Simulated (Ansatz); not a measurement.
# LiH: the band gap up the ladder of functionals

One table from this session's results is given with a row withheld; the runs are named, their logs left out.

The runs shown are made with Ansatz 0.2.0. PAW datasets, plane waves. Calculated at 0 K for a non-magnetic cell.

## Starting point

The cell was relaxed beforehand with r2SCAN+rVV10.

Space group Fm-3m (No. 225), cubic; a = 3.997 Å in the conventional setting, 7.98 Å³ an atom. Around Li lie 6 H at 2.00 Å; around H lie 6 Li at 2.00 Å.

As a file:

```
Li H
1.0
     0.00000    1.99847    1.99847
     1.99847    0.00000    1.99847
     1.99847    1.99847    0.00000
Li H
1 1
Direct
  0.00000 0.00000 0.00000
  0.50000 0.50000 0.50000
```

Set-up of the first run:

input.yaml reads:

```yaml
crystal:
  lattice:
    - [0.0, 1.9984726919, 1.9984726919]
    - [1.9984726919, 0.0, 1.9984726919]
    - [1.9984726919, 1.9984726919, 0.0]
  atoms:
    - { symbol: Li, position: [0.0, 0.0, 0.0] }
    - { symbol: H, position: [0.5, 0.5, 0.5] }
kpoints:
  mp_grid: { grid: [10, 10, 10] }
  band_path:
    path:
      - [[0.0, 0.0, 0.0], [0.5, 4.716821150034e-34, 0.5], [0.625, 0.25, 0.625]]
      - [[0.375, 0.375, 0.75], [0.0, 0.0, 0.0], [0.5, 0.5, 0.5], [0.5, 0.25, 0.75], [0.5, 4.716821150034e-34, 0.5]]
    npoints: 10
hamiltonian:
  xc: pbe
scf:
  occupations: { method: fermi_dirac, width: 0.02 }
  n_extra_bands: 4
output:
  forces: true
  stress: true
  eigenvalues: true
```

Launch:

```sh
$ ansatz run input.yaml --threads 2 --pin off --max-ram 2211MiB --backend cpu --events-out ev --progress --plain --runs-dir out
```

Among the steps run: Band structure with PBE; r2SCAN; HSE06 at the same geometry; PBE0 at the same geometry; LDA; G0W0 on PBE; DDH-PBE0; r2SCANh; LC-ωPBE at the same geometry.

One of the session's tables, all rows but one given; the rest of the session is left out.

```
                     level  gap (eV)
                       PBE      2.98
                    r2SCAN      3.63
                     HSE06      3.97
                      PBE0      4.65
                       LDA      2.61
 G0W0@PBE (47 empty bands)      4.75
G0W0@PBE (118 empty bands)         ?
                  DDH-PBE0      4.50
                   r2SCANh      4.21
                   LC-ωPBE      8.77
```

**Question.** Estimate the row for G0W0@PBE (118 empty bands).

**Answer.** gap (eV): 4.86. In the column «gap (eV)» it lies between G0W0@PBE (47 empty bands) (4.75) and LC-ωPBE (8.77).

Meshes: PBE 10×10×10, r2SCAN 10×10×10, HSE06 8×8×8, PBE0 8×8×8, LDA 10×10×10, DDH-PBE0 8×8×8, r2SCANh 8×8×8, LC-ωPBE 8×8×8.

The gap runs from 2.61 eV (LDA) to 8.77 eV (LC-ωPBE). PBE reaches 61 % of the G0W0@PBE value, and r2SCAN 75 %. PBE0 lies 0.69 eV above HSE06, which differs from it by screening the long-range exchange. G0W0 here is at a finite number of bands, screening cutoff and k mesh, not at the basis limit.

Limits of these values: Warnings in the runs' records: stress exchange threshold loose, stress scf threshold loose.
